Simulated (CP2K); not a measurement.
Crystal: InSe.

```
In Se
1.0
     8.75025    0.00000    0.00000
     7.83599    3.89411    0.00000
     7.83599    1.83973    3.43213
In Se
2 2
Direct
  0.88860 0.88860 0.88860
  0.00000 0.00000 0.00000
  0.17190 0.17190 0.17190
  0.38350 0.38350 0.38350
```

Base run:

```yaml
Program: CP2K 2026.2
Functional: LDA
Potentials_or_basis: POTENTIAL_UZH In GTH-PBE-q13, Se GTH-PBE-q6; TZVP-MOLOPT-PBE-GTH basis
Density_cutoff: 9184 eV
k_mesh: 8 × 8 × 8
Occupations: fermi-dirac, width 0.05 eV
Spin: no spin polarisation
```

Its results: band gap on the k mesh 0.18 eV, direct; pressure 0.1 GPa; largest force 0.469 eV/Å.

**Question.** The run is repeated on the same cell with these changes: functional from LDA to AM05. What comes out?

**Answer.** Band gap on the k mesh 0.36 eV, direct; pressure 1.6 GPa; largest force 0.454 eV/Å.

AM05 binds less tightly than LDA, so the same cell stands under more pressure.

Caveats: the potentials were made for another functional, which shifts forces and pressure; spin-orbit coupling is left out, which moves the levels of the heavy elements; the basis of atomic orbitals isn't converged, which shifts pressures, moduli and gaps.

A k mesh can miss the band edges.
